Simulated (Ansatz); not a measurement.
## Ge under strain

These are results of DFT PBE, scalar-relativistic, plane waves, PAW in Ansatz, not measurements. Settings: 420 eV cutoff, 12×12×8 k-mesh, Gaussian smearing of 0.10 eV, no spin polarisation.

Reference structure (relaxed):

```
CELL_PARAMETERS angstrom
4.05816 0.00000 0.00000
-2.02908 3.51447 0.00000
0.00000 0.00000 6.69253
ATOMIC_POSITIONS crystal
Ge 0.66667 0.33333 0.06279
Ge 0.33333 0.66667 0.56279
Ge 0.66667 0.33333 0.43721
Ge 0.33333 0.66667 0.93721
```

Deformation: c alone is stretched, the rest of the cell is held and the atoms relax, all within the symmetry that the strain leaves. Energies are extrapolated to zero smearing. Stress is positive in compression, on the Cartesian axes of the cell above.

| strain (%) | ΔE (meV/atom) | a (Å) | b (Å) | c (Å) | σxx (GPa) | σyy (GPa) | σzz (GPa) |
| --- | --- | --- | --- | --- | --- | --- | --- |
| -4.5 | 23.8 | 4.058 | 4.058 | 6.391 | 1.08 | 1.08 | 7.37 |
| -3.0 | 10.3 | 4.058 | 4.058 | 6.492 | 0.66 | 0.66 | 4.74 |
| -1.5 | 2.5 | 4.058 | 4.058 | 6.592 | 0.32 | 0.32 | 2.25 |
| +0.0 | 0.0 | 4.058 | 4.058 | 6.693 | 0.00 | 0.00 | 0.01 |
| +1.5 | ? | 4.058 | 4.058 | 6.793 | ? | ? | ? |
| +3.0 | ? | 4.058 | 4.058 | 6.893 | ? | ? | ? |
| +4.5 | 19.8 | 4.058 | 4.058 | 6.994 | -0.68 | -0.68 | -5.57 |

(1) Fill in the row at +1.5 %.

(2) Fill in the row at +3.0 %.

## Answers

(1) ΔE 2.4 meV/atom; σxx -0.25 GPa; σyy -0.25 GPa; σzz -2.07 GPa.

(2) ΔE 9.1 meV/atom; σxx -0.48 GPa; σyy -0.48 GPa; σzz -3.92 GPa.

This form isn't the element's structure at ambient conditions.